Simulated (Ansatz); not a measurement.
# Cd2S: what a guessed cell relaxes into, part 1 of 2

The task: take a trial cell of Cd2S to zero force and stress.

Method: DFT PBE, scalar-relativistic, plane waves, PAW, in Ansatz 0.2.0.

## (1) The structure to begin with

The structure is cubic, space group Pn-3m (No. 224). The conventional cell has a = 5.215 Å, b = 5.215 Å, c = 5.215 Å, α = 90.00°, β = 90.00°, γ = 90.00°. Around Cd (site symmetry -3m) lie 2 S at 2.26 Å. Around S (site symmetry -43m) lie 4 Cd at 2.26 Å.

Coordinates:

```cif
data_structure
_symmetry_space_group_name_H-M 'Pn-3m:1'
_symmetry_Int_Tables_number 224
_cell_length_a 5.2152
_cell_length_b 5.2152
_cell_length_c 5.2152
_cell_angle_alpha 90.000
_cell_angle_beta 90.000
_cell_angle_gamma 90.000
_cell_volume 141.85
loop_
_atom_site_label
_atom_site_type_symbol
_atom_site_symmetry_multiplicity
_atom_site_Wyckoff_symbol
_atom_site_fract_x
_atom_site_fract_y
_atom_site_fract_z
_atom_site_occupancy
Cd1 Cd 4 b 0.25000 0.25000 0.25000 1
S1 S 2 a 0.00000 0.00000 0.00000 1
```

The cell is invented: species swapped into a database cell of Au2S (Pn-3m, No. 224), with Cd on the Au sites. Its size is a rough estimate.

## (2) Probe: one point on a coarse mesh

input.yaml reads:

```yaml
crystal:
  lattice:
    - [5.21521106, 0.0, 0.0]
    - [0.0, 5.21521106, 0.0]
    - [0.0, 0.0, 5.21521106]
  atoms:
    - { symbol: Cd, position: [0.25, 0.25, 0.25] }
    - { symbol: Cd, position: [0.25, 0.75, 0.75] }
    - { symbol: Cd, position: [0.75, 0.75, 0.25] }
    - { symbol: Cd, position: [0.75, 0.25, 0.75] }
    - { symbol: S, position: [0.0, 0.0, 0.0] }
    - { symbol: S, position: [0.5, 0.5, 0.5] }
basis:
  ecutwfc: 420
kpoints:
  mp_grid: { grid: [4, 4, 4] }
hamiltonian:
  xc: pbe
scf:
  occupations: { method: gaussian, width: 0.1 }
  lower_state_search: "off"
output:
  forces: true
  stress: true
  eigenvalues: true
```

Command:

```bash
$ ansatz run input.yaml --threads 1 --pin off --max-ram 2048MiB --backend cpu --events-out ev --progress --plain --runs-dir out
```

Output, cut to the lines that bear on the results:

```text
[...]
SCF converged after 7 iterations
Free energy (F): -34817.824051 eV
[...]
E sigma→0 (E₀):  -34817.804825 eV
Entropy (-TS):   -0.038452 eV (-6.409 meV/atom)
Fermi energy:    11.354484 eV
[...]
--- Forces (eV/Å), atoms counted from 1 ---
  atom   1  Cd     0.00000000    -0.00000000     0.00000000
  atom   2  Cd     0.00000000    -0.00000000    -0.00000000
  atom   3  Cd     0.00000000    -0.00000000    -0.00000000
  atom   4  Cd     0.00000000    -0.00000000    -0.00000000
  atom   5  S      0.00000000     0.00000000    -0.00000000
  atom   6  S     -0.00000000    -0.00000000     0.00000000
[...]
--- Stress (GPa, compression-positive) ---
       20.414869       0.000000       0.000000
        0.000000      20.414869       0.000000
        0.000000       0.000000      20.414869
  P = ⅓ Tr σ = 20.4149 GPa (204.149 kbar)
--- Band table (eV; the first three rows and the last of 10) ---
[...]
```

Wall time 4.7 s (1 thread of Arm Neoverse V1, shared host); peak memory 0.38 GiB.

From the probe: pressure 20.4 GPa, largest force 0.00 eV/Å, gap on this mesh none (metal). A guess like this is first relaxed loosely on the coarse mesh.

## (3) A loose first relaxation

input.yaml, as its differences from that of step 2:

```diff
@@ -25 +25,6 @@
   eigenvalues: true
+relax:
+  adjacent_minimum: "off"
+  f_tol: 0.04
+  max_steps: 70
+  cell: { stress_tol: 0.4 }
```

Command:

```bash
$ ansatz run input.yaml --threads 1 --pin off --max-ram 2048MiB --backend cpu --events-out ev --progress --plain --runs-dir out
```

Output:

```text
Warning: RAYON_NUM_THREADS=1 ignored (pool sized by the plan → 1); use --threads N
Engine: ansatz 0.2.0, aarch64-unknown-linux-gnu
Pseudopotentials: kind: paw
Pseudopotential: Cd, paw, valence charge 20, recommended cutoff 420 eV (normal), Cd.paw.azcp
Pseudopotential: S, paw, valence charge 6, recommended cutoff 420 eV (normal), S.paw.azcp
Functional definition: PBE
  parameter kappa = 0.804
  parameter beta = 0.06672455060314922
  exchange = pbe_x(kappa = kappa, mu = beta*pi^2/3)
  correlation = pbe_c(beta = beta)
Crystal: 6 atoms, lattice volume = 141.846 Å³
Basis set: ecut = 420 eV, 2777 PW (Γ), exchange–correlation on 72×72×72 points (8 copies of the dense FFT grid, shifted against one another)
Bands: 56, of which v1, the nominal top of the filled ones, is band 46 counted from 1 (45 counted from 0)
Symmetry: 48 space group operations
Space group: Pn-3m (ITA 224), of the structure as read, at distance tolerance 5.2e-5 Å
k-points: 10 of 64
Non-local potential: Cd, projectors of the file, l = 0: 3, l = 1: 2, l = 2: 2, l = 3: 1
Non-local potential: S, projectors of the file, l = 0: 2, l = 1: 2, l = 2: 2
PAW form: soft (Blöchl's): semilocal exchange-correlation on the pseudo side does not see the compensation charge
PAW one-centre angular grid: Cd, 590 points (default); XC on 64 Gauss nodes
PAW one-centre angular grid: S, 110 points (default); XC on 64 Gauss nodes
Initial density: superposition of atomic densities (neutral atoms: chi_scale 0, normalization atom), corrected by the library's trained network
Initial wavefunctions: pseudopotential atomic-orbital guess
Functional: x = pbe(κ = 0.804, μ = 0.2195149727645171), c = pbe(β = 0.06672455060314922)
SCF iter   1: F=—  HF=-34817.845262 eV  |F-HF|=—  |Δ(HF+E_count)|=         —  Δρ=5.71e-3  dr2=7.24e-2  ethr=1.77e-3  ⟨swp⟩=6.6  Hψ=2229  notcnv=0  defer=2
preconditioner: auto → Kerker (q_TF=auto, 2.538 Å⁻¹)  [metal: Δε(μ)=0.046 eV  Ē_g=12.129 eV  σ=0.100 eV  W_gap=0.26  n_scr=32 (ndim 8)  ℏωp=24.2 eV  f_vac=0.007  D(μ)=6.28/eV (n_scr^D=56)]
SCF iter   2: F=—  HF=-34817.828112 eV  |F-HF|=—  |Δ(HF+E_count)|=   1.72e-2  Δρ=2.38e-3  dr2=1.72e-2  ethr=7.87e-5  ⟨swp⟩=1.5  Hψ=714  notcnv=0  defer=8
SCF iter   3: F=—  HF=-34817.823924 eV  |F-HF|=—  |Δ(HF+E_count)|=   4.19e-3  Δρ=6.32e-4  dr2=1.15e-3  ethr=1.87e-5  ⟨swp⟩=2.0  Hψ=807  notcnv=0  defer=8
SCF iter   4: F=—  HF=-34817.823769 eV  |F-HF|=—  |Δ(HF+E_count)|=   1.55e-4  Δρ=3.21e-4  dr2=1.66e-4  ethr=1.25e-6  ⟨swp⟩=2.7  Hψ=810  notcnv=0  defer=8
SCF iter   5: F=—  HF=-34817.823811 eV  |F-HF|=—  |Δ(HF+E_count)|=   4.20e-5  Δρ=7.27e-5  dr2=8.29e-6  ethr=1.81e-7  ⟨swp⟩=3.0  Hψ=980  notcnv=0  defer=8
SCF iter   6: F=—  HF=-34817.824050 eV  |F-HF|=—  |Δ(HF+E_count)|=   2.39e-4  Δρ=1.92e-5  dr2=4.99e-7  ethr=9.02e-9  ⟨swp⟩=2.0  Hψ=837  notcnv=0  defer=8
SCF iter   7: F=-34817.824051 eV  HF=-34817.824051 eV  |F-HF|=2.41e-8  |Δ(HF+E_count)|=   5.47e-7  Δρ=5.36e-6  dr2=6.20e-8  ethr=1.09e-10  ⟨swp⟩=9.7  Hψ=2443  notcnv=0
SCF 1 converged in 7 iterations: F = -34817.824051 eV  dr2 = 6.20e-8
relax step   1: F+E_penalty+E_count = -34817.82405078 eV  Δ(F+E_penalty+E_count) = +0.000e0 eV  max|allowed force component| = 3.084e-18 eV/Å  Δτ_max = 0.0000 Å  P = +20.415 GPa  Ω = 141.846 Å³  (7 SCF iters, dr2 threshold 1.00e-7 eV, accepted)
Crystal: 6 atoms, lattice volume = 163.618 Å³
Basis set: ecut = 420 eV, 3191 PW (Γ), exchange–correlation on 72×72×72 points (8 copies of the dense FFT grid, shifted against one another)
Initial density: handed on by an earlier stage of this run
Initial wavefunctions: those handed on with the density
iter 1 solved again at ethr=6.27e-5 eV; its pass at ethr=3.10e-3 eV (dr2=5.77e-2 eV) is discarded
SCF iter   1: F=—  HF=-34819.769896 eV  |F-HF|=—  |Δ(HF+E_count)|=         —  Δρ=6.18e-3  dr2=5.91e-2  ethr=6.27e-5  ⟨swp⟩=1.4  Hψ=2801  notcnv=0
preconditioner: auto → LDOS  [insulator: Δε(μ)=0.136 eV  Ē_g=11.532 eV  σ=0.100 eV  W_gap=0.55  n_scr=32 (ndim 8)  ℏωp=22.5 eV  f_vac=0.027  D(μ)=1.70/eV (n_scr^D=6)  ε∞_Penn≈4.8  β→1.0]
SCF iter   2: F=—  HF=-34819.771120 eV  |F-HF|=—  |Δ(HF+E_count)|=   1.22e-3  Δρ=6.27e-3  dr2=4.92e-2  ethr=6.27e-5  ⟨swp⟩=2.0  Hψ=1120  notcnv=0
SCF iter   3: F=—  HF=-34819.754982 eV  |F-HF|=—  |Δ(HF+E_count)|=   1.61e-2  Δρ=1.10e-3  dr2=1.73e-3  ethr=5.35e-5  ⟨swp⟩=2.0  Hψ=1006  notcnv=0  defer=3
SCF iter   4: F=—  HF=-34819.754657 eV  |F-HF|=—  |Δ(HF+E_count)|=   3.25e-4  Δρ=1.63e-4  dr2=4.48e-5  ethr=1.88e-6  ⟨swp⟩=2.0  Hψ=821  notcnv=0  defer=3
SCF iter   5: F=—  HF=-34819.754809 eV  |F-HF|=—  |Δ(HF+E_count)|=   1.52e-4  Δρ=3.29e-5  dr2=1.77e-6  ethr=4.87e-8  ⟨swp⟩=2.0  Hψ=840  notcnv=0  defer=3
SCF iter   6: F=-34819.754812 eV  HF=-34819.754812 eV  |F-HF|=1.03e-8  |Δ(HF+E_count)|=   2.41e-6  Δρ=2.40e-6  dr2=8.14e-9  ethr=6.52e-10  ⟨swp⟩=6.9  Hψ=2162  notcnv=0
SCF 2 converged in 6 iterations: F = -34819.754812 eV  dr2 = 8.14e-9
relax step   2: F+E_penalty+E_count = -34819.75481185 eV  Δ(F+E_penalty+E_count) = -1.931e0 eV  max|allowed force component| = 1.446e-17 eV/Å  Δτ_max = 0.0000 Å  P = +9.150 GPa  Ω = 163.618 Å³  energy of the carried Pulay correction = -6.290e-3 eV  (6 SCF iters, dr2 threshold 6.00e-7 eV, accepted)
Crystal: 6 atoms, lattice volume = 186.818 Å³
Basis set: ecut = 420 eV, 3743 PW (Γ), exchange–correlation on 72×72×72 points (8 copies of the dense FFT grid, shifted against one another)
iter 1 solved again at ethr=2.42e-5 eV; its pass at ethr=3.10e-3 eV (dr2=2.22e-2 eV) is discarded
SCF iter   1: F=—  HF=-34820.550028 eV  |F-HF|=—  |Δ(HF+E_count)|=         —  Δρ=3.45e-3  dr2=2.20e-2  ethr=2.42e-5  ⟨swp⟩=2.0  Hψ=3089  notcnv=0
preconditioner: auto → LDOS  [insulator: Δε(μ)=0.438 eV  Ē_g=10.998 eV  σ=0.100 eV  W_gap=0.57  n_scr=32 (ndim 8)  ℏωp=21.0 eV  f_vac=0.050  D(μ)=2.35/eV (n_scr^D=6)  ε∞_Penn≈4.7  β→1.0]
SCF iter   2: F=—  HF=-34820.548909 eV  |F-HF|=—  |Δ(HF+E_count)|=   1.12e-3  Δρ=2.73e-3  dr2=1.05e-2  ethr=2.39e-5  ⟨swp⟩=2.4  Hψ=948  notcnv=0
SCF iter   3: F=—  HF=-34820.546107 eV  |F-HF|=—  |Δ(HF+E_count)|=   2.80e-3  Δρ=8.46e-4  dr2=1.13e-3  ethr=1.14e-5  ⟨swp⟩=2.0  Hψ=986  notcnv=0
SCF iter   4: F=—  HF=-34820.545845 eV  |F-HF|=—  |Δ(HF+E_count)|=   2.61e-4  Δρ=1.30e-4  dr2=4.55e-5  ethr=1.23e-6  ⟨swp⟩=2.5  Hψ=989  notcnv=0
SCF iter   5: F=—  HF=-34820.547003 eV  |F-HF|=—  |Δ(HF+E_count)|=   1.16e-3  Δρ=2.40e-5  dr2=1.84e-6  ethr=4.94e-8  ⟨swp⟩=2.0  Hψ=795  notcnv=0
SCF iter   6: F=-34820.547005 eV  HF=-34820.547005 eV  |F-HF|=8.77e-9  |Δ(HF+E_count)|=   1.35e-6  Δρ=1.79e-6  dr2=7.16e-9  ethr=6.52e-10  ⟨swp⟩=6.3  Hψ=2229  notcnv=0
SCF 3 converged in 6 iterations: F = -34820.547005 eV  dr2 = 7.16e-9
relax step   3: F+E_penalty+E_count = -34820.54700484 eV  Δ(F+E_penalty+E_count) = -7.922e-1 eV  max|allowed force component| = 1.388e-17 eV/Å  Δτ_max = 0.0000 Å  P = +2.576 GPa  Ω = 186.818 Å³  energy of the carried Pulay correction = -1.208e-2 eV  (6 SCF iters, dr2 threshold 6.00e-7 eV, accepted)
[... 11 lines left out ...]
relax step   4: F+E_penalty+E_count = -34820.64935973 eV  Δ(F+E_penalty+E_count) = -1.024e-1 eV  max|allowed force component| = 9.252e-18 eV/Å  Δτ_max = 0.0000 Å  P = +0.542 GPa  Ω = 197.788 Å³  energy of the carried Pulay correction = -1.455e-2 eV  (6 SCF iters, dr2 threshold 6.00e-7 eV, accepted)
[... 9 lines left out ...]
relax step   5: F+E_penalty+E_count = -34820.65391277 eV  Δ(F+E_penalty+E_count) = -4.553e-3 eV  max|allowed force component| = 9.204e-18 eV/Å  Δτ_max = 0.0000 Å  P = -0.050 GPa  Ω = 201.269 Å³  energy of the carried Pulay correction = -1.530e-2 eV  (5 SCF iters, dr2 threshold 6.00e-7 eV, accepted)
[... 11 lines left out ...]
relax step   6: F+E_penalty+E_count = -34820.71493381 eV  Δ(F+E_penalty+E_count) = -6.102e-2 eV  max|allowed force component| = 9.252e-18 eV/Å  Δτ_max = 0.0000 Å  P = +0.668 GPa  Ω = 201.269 Å³  stress off target by 6.68e-1 GPa  SCF on the basis re-selected at this cell (its energy is not comparable with the rows above)  (6 SCF iters)
[... 11 lines left out ...]
relax step   7: F+E_penalty+E_count = -34820.72527227 eV  Δ(F+E_penalty+E_count) = -1.034e-2 eV  max|allowed force component| = 4.626e-18 eV/Å  Δτ_max = 0.0000 Å  P = +0.234 GPa  Ω = 205.288 Å³  energy of the carried Pulay correction = -7.849e-4 eV  (5 SCF iters, dr2 threshold 6.00e-7 eV, accepted)
iter 1 solved again at ethr=1.52e-7 eV; its pass at ethr=3.10e-3 eV (dr2=1.40e-4 eV) is discarded
SCF iter   1: F=—  HF=-34820.725837 eV  |F-HF|=—  |Δ(HF+E_count)|=         —  Δρ=3.56e-5  dr2=4.95e-7  ethr=1.52e-7  ⟨swp⟩=3.0  Hψ=3537  notcnv=0
preconditioner: auto → LDOS  [insulator: Δε(μ)=0.159 eV  Ē_g=10.637 eV  σ=0.100 eV  W_gap=0.68  n_scr=56 (ndim 8)  ℏωp=20.1 eV  f_vac=0.089  D(μ)=1.62/eV (n_scr^D=6)  ε∞_Penn≈4.6  β→1.0]
SCF iter   2: F=—  HF=-34820.726035 eV  |F-HF|=—  |Δ(HF+E_count)|=   1.98e-4  Δρ=1.18e-5  dr2=1.56e-7  ethr=5.38e-10  ⟨swp⟩=2.0  Hψ=1020  notcnv=0
SCF iter   3: F=—  HF=-34820.726035 eV  |F-HF|=—  |Δ(HF+E_count)|=   2.60e-8  Δρ=8.29e-6  dr2=1.03e-7  ethr=1.69e-10  ⟨swp⟩=2.0  Hψ=1016  notcnv=0
SCF iter   4: F=—  HF=-34820.726035 eV  |F-HF|=—  |Δ(HF+E_count)|=   3.09e-8  Δρ=3.01e-6  dr2=1.30e-8  ethr=1.12e-10  ⟨swp⟩=2.0  Hψ=760  notcnv=0
SCF iter   5: F=-34820.726035 eV  HF=-34820.726035 eV  |F-HF|=4.07e-10  |Δ(HF+E_count)|=   4.10e-9  Δρ=5.76e-7  dr2=4.70e-10  ethr=4.17e-12  ⟨swp⟩=4.0  Hψ=2113  notcnv=0
SCF 8 converged in 5 iterations: F = -34820.726035 eV  dr2 = 4.70e-10
relax step   8: F+E_penalty+E_count = -34820.72603466 eV  Δ(F+E_penalty+E_count) = -7.624e-4 eV  max|allowed force component| = 4.626e-18 eV/Å  Δτ_max = 0.0000 Å  P = +0.232 GPa  Ω = 205.288 Å³  stress off target by 2.32e-1 GPa  SCF on the basis re-selected at this cell (its energy is not comparable with the rows above)  (5 SCF iters)
basis re-selected at this cell: Δ(F+E_penalty+E_count) = -7.624e-4 eV, ΔP = -0.002 GPa vs the last step (what re-selecting the basis moved, of the pressure what is left beyond the Pulay correction that the steps carried, after the strain that the cell walked since its last selection, with what the two solves' SCF thresholds leave and, on support functions, any second-order correction that the steps lacked; it is no measure of the basis error at this ecutwfc). This SCF's stress stands 2.32e-1 GPa from its target on what of the cell is left free (relax.cell.stress_tol is 4.00e-1 GPa) and its largest allowed force component is 4.63e-18 eV/Å (relax.f_tol is 4.00e-2 eV/Å): within both
SCF converged after 5 iterations
Free energy (F): -34820.726035 eV
Harris-Foulkes:  -34820.726035 eV  (|F-HF|=4.07e-10)
Internal energy: -34820.717948 eV  (E = F + TS)
E sigma→0 (E₀):  -34820.721991 eV
Entropy (-TS):   -0.008087 eV (-1.348 meV/atom)
Fermi energy:    6.555115 eV
--- Per-component energies (eV) ---
  E_band       = -2250.374974
  E_kinetic    = 2226.606360
  E_local      = -16689.446346  (includes V_loc(G=0)·N_el)
  E_nonlocal   = 190.681422
  E_hartree    = 7623.560337
  E_xc         = -895.490153
  E_vxc        = -1053.337429  (∫ρ·V_xc dr)
  E_paw        = -17533.789131  (= ΣΔE_a)
  E_vpaw       = -2172.002951  (= ΣTr[D̂ρ^β])
  E_aug_tail   = 0.000058  (compensation charges beyond the density's cutoff)
  E_ewald      = -9742.840495
  E_smearing   = -0.008087  (= −TS)
  E_closure    = -0.000000  (closes the sum)
  Σ components = -34820.726035   (vs F -34820.726035, Δ=0.00e0)
--- Forces (eV/Å), atoms counted from 1 ---
  atom   1  Cd    -0.00000000     0.00000000     0.00000000
  atom   2  Cd     0.00000000    -0.00000000    -0.00000000
  atom   3  Cd    -0.00000000     0.00000000     0.00000000
  atom   4  Cd    -0.00000000     0.00000000     0.00000000
  atom   5  S     -0.00000000    -0.00000000     0.00000000
  atom   6  S      0.00000000     0.00000000    -0.00000000
  max |Σ_I F_I| component: 1.16e-18 eV/Å
--- Stress (GPa, compression-positive) ---
        0.231576       0.000000       0.000000
        0.000000       0.231576      -0.000000
        0.000000      -0.000000       0.231576
  P = ⅓ Tr σ = 0.2316 GPa (2.316 kbar)
--- Band table (eV; the first three rows and the last of 10) ---
  k-point 0: bands = ["-96.7277", "-96.7277", "-96.7277", "-96.7277", "-57.8071", "-57.8071", "-57.8069", "-57.8069", "-57.8069", "-57.8068", "-57.8068", "-57.8068", "-57.7553", "-57.7548", "-57.7548", "-57.7548", "-7.7723", "-7.1645", "-3.0933", "-3.0933", "-3.0933", "-2.7138", "-2.7138", "-2.6863", "-2.6863", "-2.6863", "-2.5879", "-2.5879", "-2.5720", "-2.5720", "-2.5720", "-2.5279", "-2.5279", "-2.5279", "-2.5078", "-2.5078", "-2.5078", "-2.1338", "1.9398", "1.9398", "1.9398", "2.3273", "2.3273", "2.3273", "3.3767", "6.1110", "6.1110", "8.1007", "8.1007", "8.1007", "9.9688", "9.9688", "9.9688", "11.4157", "11.6582", "11.6582"]
  k-point 1: bands = ["-96.7277", "-96.7277", "-96.7277", "-96.7277", "-57.8071", "-57.8071", "-57.8069", "-57.8069", "-57.8069", "-57.8068", "-57.8068", "-57.8068", "-57.7552", "-57.7549", "-57.7548", "-57.7548", "-7.6942", "-7.2673", "-3.0622", "-3.0622", "-2.9409", "-2.7060", "-2.6881", "-2.6881", "-2.6861", "-2.6612", "-2.6029", "-2.5798", "-2.5798", "-2.5792", "-2.5729", "-2.5456", "-2.5456", "-2.5411", "-2.5364", "-2.5178", "-2.5178", "-2.2085", "1.6710", "1.7337", "1.9471", "1.9471", "2.3716", "2.3716", "4.3563", "6.4309", "6.5994", "7.7045", "7.7045", "7.8197", "8.7639", "9.7126", "9.7126", "10.8993", "10.9276", "11.8196"]
  k-point 2: bands = ["-96.7277", "-96.7277", "-96.7277", "-96.7277", "-57.8070", "-57.8070", "-57.8069", "-57.8069", "-57.8069", "-57.8069", "-57.8068", "-57.8068", "-57.7550", "-57.7550", "-57.7548", "-57.7548", "-7.4928", "-7.4928", "-3.0249", "-3.0249", "-2.7280", "-2.7280", "-2.7017", "-2.7017", "-2.6297", "-2.6297", "-2.6160", "-2.6160", "-2.5811", "-2.5811", "-2.5662", "-2.5662", "-2.5580", "-2.5580", "-2.5255", "-2.5255", "-2.4413", "-2.4413", "1.4177", "1.4177", "1.9561", "1.9561", "2.4149", "2.4149", "5.7951", "5.7951", "7.3537", "7.3537", "7.4246", "7.4246", "9.1036", "9.1036", "9.3663", "9.3663", "11.4257", "11.4257"]
  k-point 9: bands = ["-96.7277", "-96.7277", "-96.7277", "-96.7277", "-57.8071", "-57.8071", "-57.8071", "-57.8068", "-57.8068", "-57.8068", "-57.8068", "-57.8068", "-57.7553", "-57.7548", "-57.7548", "-57.7548", "-7.7251", "-7.1921", "-3.0831", "-3.0831", "-3.0831", "-2.6610", "-2.6610", "-2.6610", "-2.6598", "-2.6598", "-2.6242", "-2.6242", "-2.6242", "-2.5747", "-2.5747", "-2.5747", "-2.5233", "-2.5233", "-2.5208", "-2.5208", "-2.5208", "-1.8751", "1.5797", "1.5797", "1.5797", "1.9247", "1.9247", "1.9247", "6.6417", "7.1360", "7.1360", "7.1360", "7.1562", "7.1562", "7.1562", "9.9574", "10.9627", "10.9627", "12.2144", "12.2144"]
--- Relaxed structure (6 steps of the walk, 6 accepted, 2 SCFs on fresh bases) ---
  F+E_penalty+E_count = -34820.72603466 eV   max|allowed force component| = 4.626e-18 eV/Å   (the final SCF, on the basis selected at the relaxed cell)
  cell:  # Å, volume = 205.2880 Å³
    - [5.899128229885657, 2.1185229388259598e-33, -3.2098832406453945e-34]
    - [2.1185229388259598e-33, 5.899128229885657, 2.5679065925163143e-34]
    - [-8.345696425678023e-34, 0.0, 5.899128229885657]
  atoms:
    - { symbol: Cd, position: [0.25, 0.25, 0.25] }
    - { symbol: Cd, position: [0.25, 0.75, 0.75] }
    - { symbol: Cd, position: [0.75, 0.75, 0.25] }
    - { symbol: Cd, position: [0.75, 0.25, 0.75] }
    - { symbol: S, position: [3.2219788845044993e-35, -1.8694549995668678e-34, -1.3947833692030368e-34] }
    - { symbol: S, position: [0.5, 0.5, 0.5] }
```

Wall time 46 s (1 thread of Arm Neoverse V1, shared host); peak memory 0.43 GiB.

The steps of the relaxation:

```
step  E - E(step 1) (eV/cell)  largest force component (eV/Å)  pressure (GPa)  volume (Å³)
   1                   0.0000                          0.0000           20.41       141.85
   2                  -1.9308                          0.0000            9.15       163.62
   3                  -2.7230                          0.0000            2.58       186.82
   4                  -2.8253                          0.0000            0.54       197.79
   5                  -2.8299                          0.0000           -0.05       201.27
   6                  -2.8909                          0.0000            0.67       201.27
   7                  -2.9012                          0.0000            0.23       205.29
   8                  -2.9020                          0.0000            0.23       205.29
```

Step 1 is the start. Steps 6, 8 each repeat the geometry before them on a plane-wave basis chosen anew, so the energy can jump there without any move.

|  | before | after | change |
| --- | --- | --- | --- |
| a (Å) | 5.215 | 5.899 | +13.1 % |
| b (Å) | 5.215 | 5.899 | +13.1 % |
| c (Å) | 5.215 | 5.899 | +13.1 % |
| volume (Å³/atom) | 23.64 | 34.21 | +44.7 % |
| shortest distance (Å) | 2.258 | 2.554 | +13.1 % |
| space group (0.01 Å) | Pn-3m | Pn-3m | same |

The run keeps the 48 symmetry operations of the start, so it could not have lowered the symmetry.

(Continued in part 2 of 2.)
